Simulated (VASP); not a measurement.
# Zr (Im-3m) in VASP: further runs

Aim: see how the results for Zr move with the level of theory and the settings. Levels: r2SCAN, RPBE, PBEsol, PBEsol+D3. Tasks: relaxation of the atoms, single point, relaxation of cell and atoms.

Program: VASP 6.6.1. These are calculated values, not measurements. Logs are shortened: lines on timing, memory, paths and dates and some standing lists are left out, and cuts for length are marked.

## 1. Starting point

The structure is cubic, space group Im-3m (No. 229). Conventional cell: a = 3.620 Å, b = 3.620 Å, c = 3.620 Å, α = 90.00°, β = 90.00°, γ = 90.00°. Zr (site symmetry m-3m) is surrounded by 8 Zr at 3.14 Å.

This isn't the form of Zr at room conditions, which is hcp.

## 2. Relaxation of the atoms, r2SCAN (cell strained at random at fixed volume)

Input file INCAR:

```
SYSTEM = Zr
PREC = Accurate
ENCUT = 520
EDIFF = 1E-6
ISMEAR = 1
SIGMA = 0.1
LREAL = .False.
LASPH = .True.
NELM = 80
ALGO = Normal
ISIF = 2
LWAVE = .False.
LCHARG = .False.
METAGGA = R2SCAN
LMIXTAU = .True.
IBRION = 2
NSW = 60
EDIFFG = -0.02
```

Input file KPOINTS:

```
regular mesh
0
Gamma
  7 7 7
  0 0 0
```

Input file POSCAR:

```
Zr
1.0
   -1.8786930000      1.7862960000      1.8688080000
    1.8373930000     -1.7532550000      1.7944670000
    1.8509950000      1.7255570000     -1.8357670000
Zr
1
Direct
    0.0155930000      0.0173080000     -0.0058220000
```

Potentials or basis: VASP PAW PBE potentials, release 64 (Zr_sv).

Run with:

```bash
> cat potpaw_PBE.64/Zr_sv/POTCAR > POTCAR
> mpirun -np 1 vasp_std > vasp.out
```

OUTCAR:

```text
SYSTEM = Zr
   PREC = Accurate
   ENCUT = 520
   EDIFF = 1E-6
   ISMEAR = 1
   LREAL = .False.
   LASPH = .True.
   NELM = 80
   ISIF = 2
   METAGGA = R2SCAN
   IBRION = 2
   NSW = 60
   EDIFFG = -0.02

 ion  position               nearest neighbor table
   1  0.016  0.017  0.994-

  LATTYP: Found a triclinic cell.
 ALAT       =     3.1096668544
 B/A-ratio  =     1.6168977082
 C/A-ratio  =     1.9405690395
 COS(alpha) =     0.0127907427
 COS(beta)  =     0.5474301147
 COS(gamma) =     0.8051313285

  Lattice vectors:

 A1 = (  -1.8373930000,   1.7532550000,  -1.7944670000)
 A2 = (   0.0136020000,   3.4788120000,  -3.6302340000)
 A3 = (  -5.4980830000,  -1.7309000000,  -1.7862080000)

Analysis of symmetry for initial positions (statically):
=====================================================================
 Subroutine PRICEL returns:
 Original cell was already a primitive cell.

 Routine SETGRP: Setting up the symmetry group for a
 triclinic supercell.

 Subroutine GETGRP returns: Found  2 space group operations
 (whereof  1 operations were pure point group operations)
 out of a pool of  2 trial point group operations.

The static configuration has the point symmetry C_1 .
 The point group associated with its full space group is S_2 .

Analysis of symmetry for dynamics (positions and initial velocities):
=====================================================================
 Subroutine PRICEL returns:
 Original cell was already a primitive cell.

 Routine SETGRP: Setting up the symmetry group for a
 triclinic supercell.

 Subroutine GETGRP returns: Found  2 space group operations
 (whereof  1 operations were pure point group operations)
 out of a pool of  2 trial point group operations.

The dynamic configuration has the point symmetry C_1 .
 The point group associated with its full space group is S_2 .

 Subroutine INISYM returns: Found  2 space group operations
 (whereof  1 operations are pure point group operations),
 and found     1 'primitive' translations

----------------------------------------------------------------------------------------

                                     Primitive cell

  volume of cell :      23.7190

  direct lattice vectors                    reciprocal lattice vectors
    -1.878693000  1.786296000  1.868808000     0.005148310  0.282245660  0.270492100
     1.837393000 -1.753255000  1.794467000     0.274209184 -0.000434743  0.276075152
     1.850995000  1.725557000 -1.835767000     0.273281159  0.286900688  0.000493282

  length of vectors
     3.195744691  3.109666854  3.126302917     0.390966870  0.389112265  0.396225744

  position of ions in fractional coordinates (direct lattice)
     0.015593000  0.017308000  0.994178000

  ion indices of the primitive-cell ions
   primitive index   ion index
                 1           1

----------------------------------------------------------------------------------------

 KPOINTS: regular mesh

Automatic generation of k-mesh.
 Grid dimensions read from file:
 generate k-points for:    7    7    7

 Generating k-lattice:

  Cartesian coordinates                     Fractional coordinates (reciprocal lattice)
     0.000735473  0.040320809  0.038641729     0.142857143  0.000000000 -0.000000000
     0.039172741 -0.000062106  0.039439307     0.000000000  0.142857143 -0.000000000
     0.039040166  0.040985813  0.000070469    -0.000000000  0.000000000  0.142857143

  Length of vectors
     0.055852410  0.055587466  0.056603678

  Shift w.r.t. Gamma in fractional coordinates (k-lattice)
     0.000000000  0.000000000  0.000000000

 Subroutine IBZKPT returns following result:
 ===========================================

 Found    172 irreducible k-points:

 Following reciprocal coordinates:
            Coordinates               Weight
  0.000000  0.000000  0.000000      1.000000
  0.142857  0.000000 -0.000000      2.000000
  0.285714  0.000000  0.000000      2.000000
  0.428571  0.000000  0.000000      2.000000
  0.000000  0.142857  0.000000      2.000000
  0.142857  0.142857 -0.000000      2.000000
[... 16 lines left out ...]
 -0.428571  0.428571  0.000000      2.000000
 -0.285714  0.428571 -0.000000      2.000000
 [... further k-points ...]
   k-points           NKPTS =    172   k-points in BZ     NKDIM =    172   number of bands    NBANDS=     10
   number of dos      NEDOS =    301   number of ions     NIONS =      1
   total plane-waves  NPLWV =  13824
   dimension x,y,z NGX =    24 NGY =   24 NGZ =   24
   dimension x,y,z NGXF=    48 NGYF=   48 NGZF=   48
   ions per type =               1
   NGX,Y,Z   is equivalent  to a cutoff of  12.49, 12.83, 12.76 a.u.
   NGXF,Y,Z  is equivalent  to a cutoff of  24.97, 25.66, 25.52 a.u.
 SYSTEM =  Zr
   PREC   = accura    normal or accurate (medium, high low for compatibility)
   ISTART =      0    job   : 0-new  1-cont  2-samecut
   ICHARG =      2    charge: 1-file 2-atom 10-const
   ISPIN  =      1    spin polarized calculation?
   LNONCOLLINEAR =      F non collinear calculations
   LSORBIT =      F    spin-orbit coupling
   LASPH  =      T    aspherical Exc in radial PAW
   ENCUT  =  520.0 eV  38.22 Ry    6.18 a.u.   5.94  5.78  5.81*2*pi/ulx,y,z
   NELM   =     80;   NELMIN=  2; NELMDL= -5     # of ELM steps
   EDIFF  = 0.1E-05   stopping-criterion for ELM
   LREAL  =      F    real-space projection
   EDIFFG = -.2E-01   stopping-criterion for IOM
   NSW    =     60    number of steps for IOM
   IBRION =      2    ionic relax: 0-MD 1-quasi-New 2-CG
   NFREE  =      1    steps in history (QN), initial steepest desc. (CG)
   ISIF   =      2    stress and relaxation
   ISYM   =      2    0-nonsym 1-usesym 2-fastsym
   POTIM  = 0.5000    time-step for ionic-motion
   TEBEG  =    0.0;   TEEND  =   0.0 temperature during run
   PSTRESS=    0.0 pullay stress
   NELECT =      12.0000    total number of electrons
   NUPDOWN=      -1.0000    fix difference up-down
   EMIN   =  10.00;   EMAX   =-10.00  energy-range for DOS
   EFERMI =   0.00;   METHOD = LEGACY
   ISMEAR =     1;   SIGMA  =   0.10  broadening in eV -4-tet -1-fermi 0-gaus
   EFERMI_NEDOS =   21; number of points for ismear=-14 and -15
   IALGO  =     38    algorithm
   IMIX   =      4    mixing-type and parameters
     AMIX     =   0.40;   BMIX     =  1.00
     AMIX_MAG =   1.60;   BMIX_MAG =  1.00
  volume/ion in A,a.u.               =      23.72       160.06
  Fermi-wavevector in a.u.,A,eV,Ry     =   1.304478  2.465105 23.152519  1.701662
  Thomas-Fermi vector in A             =   2.435411
   LORBIT       =      0    0 simple, 1 ext, 2 COOP (PROOUT), +10 PAW based schemes
   METAGGA = R2SCAN    functional components
   LHFCALC =     F    Hartree Fock is set to
   AEXX    =    0.0000 exact exchange contribution
   IVDW    =     0    specifies the selected vdW correction
   LEPSILON=     F    determine dielectric tensor
   LRPA    =     F    only Hartree local field effects (RPA)
 conjugate gradient relaxation of ions
 non-spin polarized calculation
 Methfessel and Paxton  Order N= 1 SIGMA  =   0.10
  energy-cutoff  :      520.00
  volume of cell :       23.72
 maximum number of plane-waves:       651
   NGX = 11   NGY = 11   NGZ = 11

 number of electron      12.0000000 magnetization

 Free energy of the ion-electron system (eV)
  ---------------------------------------------------
  ext. energy  EPLUGINS =         0.00000000
  ---------------------------------------------------
  free energy    TOTEN  =       -22.58615512 eV

  energy without entropy =      -22.58471056  energy(sigma->0) =      -22.58567360

 E-fermi :   8.5723     XC(G=0): -11.8711

 val. band max:        8.5648929870   @ k =   0.1429  -0.1429   0.4286
 cond. band min:       8.5748246644   @ k =  -0.4286  -0.1429   0.1429
 fundamental gap:      0.0099316773
 Fermi energy:         8.5723442143

 k-point     1 :       0.0000    0.0000    0.0000
  band No.  band energies     occupation
      1     -41.7324      2.00000
      2     -18.5820      2.00000
      3     -18.5468      2.00000
      4     -18.5327      2.00000
      5       2.8457      2.00000
      6       9.4627     -0.00000
      7       9.8427     -0.00000
      8      10.1851     -0.00000
      9      11.9810      0.00000
     10      12.6244      0.00000

 k-point     2 :       0.1429    0.0000   -0.0000
  band No.  band energies     occupation
      1     -41.7051      2.00000
      2     -18.7467      2.00000
      3     -18.6114      2.00000
      4     -18.5494      2.00000
      5       3.5297      2.00000
      6       9.1438     -0.00000
      7       9.6362     -0.00000
      8      10.5565     -0.00000
      9      11.9750      0.00000
     10      12.3254      0.00000

 k-point     3 :       0.2857    0.0000    0.0000
  band No.  band energies     occupation
      1     -41.6433      2.00000
      2     -19.1443      2.00000
      3     -18.7317      2.00000
      4     -18.5637      2.00000
      5       5.0292      2.00000
      6       8.3442      2.00580
      7       8.9012     -0.00003
      8      12.2667      0.00000
      9      12.3186      0.00000
     10      12.5408      0.00000

 k-point     4 :       0.4286    0.0000    0.0000
  band No.  band energies     occupation
      1     -41.5931      2.00000
      2     -19.4487      2.00000
      3     -18.8256      2.00000
      4     -18.5743      2.00000
      5       5.6632      2.00000
      6       7.7989      2.00000
      7       9.6115     -0.00000
      8      12.5350      0.00000
      9      13.1663      0.00000
     10      14.4617      0.00000
[... 222 lines left out ...]
 k-point    22 :       0.4286    0.4286   -0.0000
  band No.  band energies     occupation
      1     -41.5775      2.00000
      2     -19.4359      2.00000
      3     -18.9057      2.00000
      4     -18.6333      2.00000
      5       6.1520      2.00000
      6       7.8933      2.00000
      7       9.2359     -0.00000
      8      12.1965      0.00000
      9      13.3736      0.00000
     10      15.6267      0.00000

 k-point    23 :      -0.4286    0.4286    0.0000
  band No.  band energies     occupation
      1     -41.5924      2.00000
      2     -19.4528      2.00000
      3     -18.8267      2.00000
      4     -18.5690      2.00000
      5       5.6598      2.00000
      6       7.8757      2.00000
      7       9.5935     -0.00000
      8      12.4129      0.00000
      9      13.1439      0.00000
     10      14.4596      0.00000

 k-point    24 :      -0.2857    0.4286   -0.0000
  band No.  band energies     occupation
      1     -41.6010      2.00000
      2     -19.3335      2.00000
      3     -18.8249      2.00000
      4     -18.6170      2.00000
      5       6.0043      2.00000
      6       8.0731      2.00000
      7       8.6135      0.36393
      8      12.0746      0.00000
      9      12.7796      0.00000
     10      14.2519      0.00000

 [... further k-points ...]
[... 5 lines left out ...]
  --------------------------------------------------------------------------------------
  -------------------------------------------------------------------------------------
  Total       -0.0154164     -0.4814485     -0.2108142      0.0049010     -0.0106023      0.1159554
  in kB       -1.0413521    -32.5210605    -14.2401572      0.3310549     -0.7161712      7.8325979
  external PRESSURE =     -15.9341899 kB  Pullay stress =       0.0000000 kB

 VOLUME and BASIS-vectors are now :
 -----------------------------------------------------------------------------
  energy-cutoff  :      520.00
  volume of cell :       23.72
      direct lattice vectors                 reciprocal lattice vectors
    -1.878693000  1.786296000  1.868808000     0.005148310  0.282245660  0.270492100
     1.837393000 -1.753255000  1.794467000     0.274209184 -0.000434743  0.276075152
     1.850995000  1.725557000 -1.835767000     0.273281159  0.286900688  0.000493282

 POSITION                                       TOTAL-FORCE (eV/Angst)
 -----------------------------------------------------------------------------------
      1.84273      1.71302     -1.76488         0.000000      0.000000     -0.000000
 -----------------------------------------------------------------------------------
    total drift:                               -0.000000     -0.000001     -0.000001

  FREE ENERGIE OF THE ION-ELECTRON SYSTEM (eV)
  ---------------------------------------------------
  free  energy   TOTEN  =       -22.5861551237 eV

  energy  without entropy=      -22.5847105600  energy(sigma->0) =      -22.58567360

 reached required accuracy - stopping structural energy minimisation
```

It took 1.9 min on 1 thread of AMD EPYC 9R45 (Zen 5), shared host; peak memory 0.14 GiB.

Results:

* Free energy: -22.5862 eV
* Pressure after relaxing: -1.6 GPa
* Band gap on the k mesh: none (metal or under the smearing width)

Stress tensor (GPa, compression positive):
```
-0.10  0.03  0.78
 0.03 -3.25 -0.07
 0.78 -0.07 -1.42
```

Final structure:
```xyz
1
Lattice="-1.8787 1.7863 1.8688 1.8374 -1.7533 1.7945 1.8510 1.7256 -1.8358" Properties=species:S:1:pos:R:3 pbc="T T T"
Zr    1.8427    1.7130   -1.7649
```

Caveat: the relaxation stopped at its first step, so nothing moved; the PAW data sets were made with another functional, which shifts forces and pressure a little.

## 3. Single point, RPBE

Input file INCAR:

```
  ALGO = Normal
  EDIFF = 1E-7
  ENCUT = 550
  GGA = RP
  ISIF = 2
  ISMEAR = 0
  LASPH = T
  LCHARG = F
  LREAL = F
  LWAVE = F
  NBANDS = 12
  NELM = 60
  PREC = Accurate
  SIGMA = 0.1
```

Input file KPOINTS:

```
k-points
0
Gamma
  10 10 10
```

Input file POSCAR:

```
Zr
1.0
   -1.8100000000      1.8100000000      1.8100000000
    1.8100000000     -1.8100000000      1.8100000000
    1.8100000000      1.8100000000     -1.8100000000
Zr
1
Cartesian
    0.0000000000      0.0000000000      0.0000000000
```

Potentials or basis: VASP PAW PBE potentials, release 64 (Zr_sv_GW).

Run with:

```bash
> cat potpaw_PBE.64/Zr_sv_GW/POTCAR > POTCAR
> mpirun -np 1 vasp_std > vasp.out
```

OUTCAR:

```text
EDIFF = 1E-7
   ENCUT = 550
   GGA = RP
   ISIF = 2
   ISMEAR = 0
   LASPH = T
   LREAL = F
   NELM = 60
   PREC = Accurate

 ion  position               nearest neighbor table
   1  0.000  0.000  0.000-

  LATTYP: Found a body centered cubic cell.
 ALAT       =     3.6200000000

  Lattice vectors:

 A1 = (  -1.8100000000,   1.8100000000,   1.8100000000)
 A2 = (   1.8100000000,  -1.8100000000,   1.8100000000)
 A3 = (   1.8100000000,   1.8100000000,  -1.8100000000)

Analysis of symmetry for initial positions (statically):
[... 791 lines left out ...]
      4     -17.8765      2.00000
      5       7.1729      2.00000
      6       7.1729      2.00000
      7       8.9212      0.00000
      8      12.5312      0.00000
      9      12.5312      0.00000
     10      17.2181      0.00000
     11      17.7446      0.00000
     12      17.7446      0.00000

 [... further k-points ...]
[... 5 lines left out ...]
  --------------------------------------------------------------------------------------
  -------------------------------------------------------------------------------------
  Total       -0.2691059     -0.2691059     -0.2691059      0.0000000      0.0000000      0.0000000
  in kB      -18.1776613    -18.1776613    -18.1776613      0.0000000      0.0000000      0.0000000
  external PRESSURE =     -18.1776613 kB  Pullay stress =       0.0000000 kB

 VOLUME and BASIS-vectors are now :
 -----------------------------------------------------------------------------
  energy-cutoff  :      550.00
  volume of cell :       23.72
      direct lattice vectors                 reciprocal lattice vectors
    -1.810000000  1.810000000  1.810000000     0.000000000  0.276243094  0.276243094
     1.810000000 -1.810000000  1.810000000     0.276243094  0.000000000  0.276243094
     1.810000000  1.810000000 -1.810000000     0.276243094  0.276243094  0.000000000

 POSITION                                       TOTAL-FORCE (eV/Angst)
 -----------------------------------------------------------------------------------
      0.00000      0.00000      0.00000        -0.000000      0.000000     -0.000000
 -----------------------------------------------------------------------------------
    total drift:                               -0.000000      0.000000      0.000000

  FREE ENERGIE OF THE ION-ELECTRON SYSTEM (eV)
  ---------------------------------------------------
  free  energy   TOTEN  =        -9.7072884409 eV

  energy  without entropy=       -9.6967173033  energy(sigma->0) =       -9.70200287
```

OSZICAR:

```text
N       E                     dE             d eps       ncg     rms          rms(c)
DAV:   1     0.831719926314E+02    0.83172E+02   -0.69795E+03  1128   0.104E+03
DAV:   2    -0.340080891992E+01   -0.86573E+02   -0.82790E+02  1504   0.332E+02
DAV:   3    -0.101058957814E+02   -0.67051E+01   -0.66169E+01  1480   0.766E+01
DAV:   4    -0.102695567158E+02   -0.16366E+00   -0.16344E+00  1560   0.163E+01
DAV:   5    -0.102723654454E+02   -0.28087E-02   -0.28083E-02  1608   0.167E+00    0.366E+00
DAV:   6    -0.980479816807E+01    0.46757E+00   -0.63306E-01  1796   0.752E+00    0.194E+00
DAV:   7    -0.970750190342E+01    0.97296E-01   -0.37827E-01  1800   0.520E+00    0.657E-01
DAV:   8    -0.970766122779E+01   -0.15932E-03   -0.15756E-02  1744   0.182E+00    0.106E-01
DAV:   9    -0.970726477271E+01    0.39646E-03   -0.19058E-03  1800   0.421E-01    0.383E-02
DAV:  10    -0.970728727814E+01   -0.22505E-04   -0.64316E-05  1372   0.836E-02    0.114E-02
DAV:  11    -0.970728854353E+01   -0.12654E-05   -0.52228E-06  1796   0.286E-02    0.165E-03
DAV:  12    -0.970728837136E+01    0.17217E-06   -0.51200E-07  1764   0.806E-03    0.691E-04
DAV:  13    -0.970728844086E+01   -0.69497E-07   -0.71175E-08   924   0.298E-03
   1 F= -.97072884E+01 E0= -.97020029E+01  d E =-.105711E-01
```

stdout:

```text
POSCAR found type information on POSCAR Zr
 POSCAR found :  1 types and       1 ions
 scaLAPACK will be used
 -----------------------------------------------------------------------------
|                                                                             |
|                                                                             |
|     You enforced a specific xc type in the INCAR file but a different       |
|     I HOPE YOU KNOW WHAT YOU ARE DOING!                                     |
|                                                                             |
 -----------------------------------------------------------------------------

 LDA part: xc-table for (Slater+PW92), standard interpolation
 POSCAR, INCAR and KPOINTS ok, starting setup
 FFT: planning ... GRIDC
 FFT: planning ... GRID_SOFT
 FFT: planning ... GRID
 WAVECAR not read
 entering main loop
```

It took 16 s on 1 thread of AMD EPYC 7R13 (Zen 3), shared host; peak memory 0.12 GiB.

What came out:

| Property | Result |
| --- | --- |
| Free energy | -9.7073 eV |
| Pressure | -1.8 GPa |
| Band gap on the k mesh | none (metal or under the smearing width) |

Caveat: the PAW data sets were made with another functional, which shifts forces and pressure a little.

(Continued in part 2 of 2.)
